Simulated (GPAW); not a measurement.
PbS (Galena):

```
CELL_PARAMETERS angstrom
0.00000 2.96575 2.96575
2.96575 0.00000 2.96575
2.96575 2.96575 0.00000
ATOMIC_POSITIONS crystal
Pb 0.00000 0.00000 0.00000
S 0.50000 0.50000 0.50000
```

- Program: GPAW 26.7.0
- Task: relaxation of cell and atoms
- Functional: PBEsol
- Dispersion: D3(BJ)
- Potentials or basis: PAW data sets generated in the run's folder for this functional
- Cutoff: 600 eV
- Basis: pw
- k mesh: 8 × 8 × 8
- Occupations: fermi-dirac, width 0.05 eV
- Spin: no spin polarisation

At the start: pressure -3.2 GPa; volume 26.09 Å³/atom.

Task: How do energy, volume and symmetry change on relaxing?

Result: Over 4 steps the energy falls by 14.4 meV/atom and the volume is 24.66 Å³/atom (-5.5 %); space group Fm-3m (No. 225, to 0.05 Å).

Step by step:
| step | energy change (eV) | largest force (eV/Å) | pressure (GPa) | volume (Å³) |
| --- | --- | --- | --- | --- |
| 1 | 0.0000 | 0.0000 | -3.18 | 52.17 |
| 2 | -0.0102 | 0.0000 | -2.61 | 51.60 |
| 3 | -0.0287 | 0.0000 | 0.15 | 49.19 |
| 4 | -0.0288 | 0.0000 | -0.01 | 49.32 |

Final structure:
```yaml
crystal:
  lattice:
    - [0.00000, 2.91061, 2.91061]
    - [2.91061, 0.00000, 2.91061]
    - [2.91061, 2.91061, 0.00000]
  atoms:
    - { symbol: Pb, position: [0.00000, 0.00000, 0.00000] }
    - { symbol: S, position: [0.50000, 0.50000, 0.50000] }
```

Caveat: later steps reuse the first step's grids.
